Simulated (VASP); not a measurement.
**VASP 6.6.1 run: BP**

INCAR

```
EDIFF = 1E-7
NSW = 0
IBRION = -1
PREC = Accurate
ENCUT = 520
NELM = 82
METAGGA = RSCAN
LREAL = .FALSE.
ISMEAR = 0
ISIF = 2
SIGMA = 0.01
ALGO = Normal
LWAVE = .FALSE.
NBANDS = 11
LASPH = .TRUE.
LCHARG = .FALSE.
```

KPOINTS

```
KPOINTS created by Atomic Simulation Environment
0
Gamma
10 10 10
0 0 0
```

POSCAR

```
B  P
 1.0000000000000000
     0.0000000000000000    2.2909988256000000    2.2909988256000000
     2.2909988256000000    0.0000000000000000    2.2909988256000000
     2.2909988256000000    2.2909988256000000    0.0000000000000000
 B   P
   1   1
Cartesian
  0.0000000000000000  0.0000000000000000  0.0000000000000000
  1.1454994128000000  1.1454994128000000  1.1454994128000000
```

The recommended PBE PAW datasets give the neutral cell 8 valence electrons.

Command

```
mpirun -np 1 vasp_std
```

Task: Predict the outcome of this run.

Result: It converged. Results: gap between bands v and c on the k mesh 1.49 eV; least direct gap on the k mesh 3.57 eV; pressure -5.9 GPa. Band v is the last that the valence electrons fill when counted band by band, and c is the next.

OSZICAR

```
N       E                     dE             d eps       ncg     rms          rms(c)
DAV:   1     0.167223830226E+01    0.16722E+01   -0.41059E+03  1034   0.671E+02
DAV:   2    -0.208249199988E+02   -0.22497E+02   -0.21311E+02  1357   0.109E+02
DAV:   3    -0.214941655652E+02   -0.66925E+00   -0.66756E+00  1297   0.166E+01
DAV:   4    -0.214966416513E+02   -0.24761E-02   -0.24758E-02  1191   0.123E+00
DAV:   5    -0.214966555541E+02   -0.13903E-04   -0.13903E-04  1284   0.897E-02    0.711E+00
DAV:   6    -0.197217370267E+02    0.17749E+01   -0.10492E+00  1172   0.519E+00    0.429E+00
DAV:   7    -0.196946564711E+02    0.27081E-01   -0.17698E-01  1293   0.225E+00    0.142E+00
DAV:   8    -0.196908616233E+02    0.37948E-02   -0.16390E-02  1174   0.845E-01    0.139E-01
DAV:   9    -0.196910108363E+02   -0.14921E-03   -0.63080E-04  1221   0.176E-01    0.819E-02
DAV:  10    -0.196910752539E+02   -0.64418E-04   -0.55905E-05  1100   0.687E-02    0.303E-02
DAV:  11    -0.196910744932E+02    0.76069E-06   -0.57052E-06  1236   0.128E-02    0.181E-02
DAV:  12    -0.196910756075E+02   -0.11143E-05   -0.40100E-07  1184   0.432E-03    0.155E-03
DAV:  13    -0.196910758438E+02   -0.23627E-06   -0.89370E-08   604   0.155E-03    0.124E-03
DAV:  14    -0.196910758471E+02   -0.33281E-08   -0.75786E-09   583   0.534E-04
   1 F= -.19691076E+02 E0= -.19691076E+02  d E =-.105494E-30
```

For comparison, a separate r²SCAN run of the intended cell, on usual settings and not on those above, gives a gap of 1.48 eV on its mesh and a pressure of -5.3 GPa.
